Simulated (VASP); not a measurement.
Set up this calculation in VASP 6.6.1, as the native input.

| Property | Result |
| --- | --- |
| Task | single point |
| Functional | PBE |
| Potentials or basis | VASP PAW PBE potentials, release 64 (Mn_pv, F) |
| Cutoff | 520 eV |
| k mesh | 6 × 6 × 8 |
| Occupations | gaussian, width 0.011 eV |
| Spin | collinear spin, ferromagnetic start |
| Starting moments | [4.0, 4.0, 0.0, 0.0, 0.0, 0.0] μB |
| Further INCAR settings | ALGO = Fast; EDIFF = 1e-06 |

The structure of MnF2 lies in POSCAR:

```
MnF2
1.0
    4.8738000000      0.0000000000      0.0000000000
    0.0000000000      4.8738000000      0.0000000000
    0.0000000000      0.0000000000      3.3107000000
Mn F
2 4
Direct
    0.5000000000      0.5000000000      0.5000000000
    0.0000000000      0.0000000000      0.0000000000
    0.8053000000      0.1947000000      0.5000000000
    0.6947000000      0.6947000000      0.0000000000
    0.1947000000      0.8053000000      0.5000000000
    0.3053000000      0.3053000000      0.0000000000
```

One way to write it, as run:

INCAR

```
SYSTEM = MnF2
  PREC = Accurate
  ENCUT = 520
  EDIFF = 1E-6
  ISMEAR = 0
  SIGMA = 0.011
  LREAL = .False.
  LASPH = .True.
  NELM = 150
  ALGO = Fast
  ISIF = 2
  LWAVE = .False.
  LCHARG = .False.
  ISPIN = 2
  MAGMOM = 4 4 0 0 0 0
  LORBIT = 11
  LMAXMIX = 4
  GGA = PE
```

KPOINTS

```
regular mesh
0
Gamma
  6 6 8
  0 0 0
```

Potentials or basis: VASP PAW PBE potentials, release 64 (Mn_pv, F).

Launch:

```bash
$ cat potpaw_PBE.64/Mn_pv/POTCAR potpaw_PBE.64/F/POTCAR > POTCAR
$ mpirun -np 1 vasp_std > vasp.out
```

It gave:

| Property | Result |
| --- | --- |
| Pressure | 3.7 GPa |
| Largest force | 0.044 eV/Å |
| Band gap on the k mesh | 1.12 eV, direct |
| Net moment | 10.00 μB per cell |
| Site moments | Mn +4.59; F +0.09 μB |
| Valence electrons inside the program's atomic spheres | Mn 11.26; F 6.10 |

Caveat: only a ferromagnetic start was run, and an antiferromagnetic order may lie lower in energy.

Run time: 2.1 min on 1 thread of Intel(R) Xeon(R) 6975P-C (Granite Rapids) (shared host), peak memory 0.34 GiB.
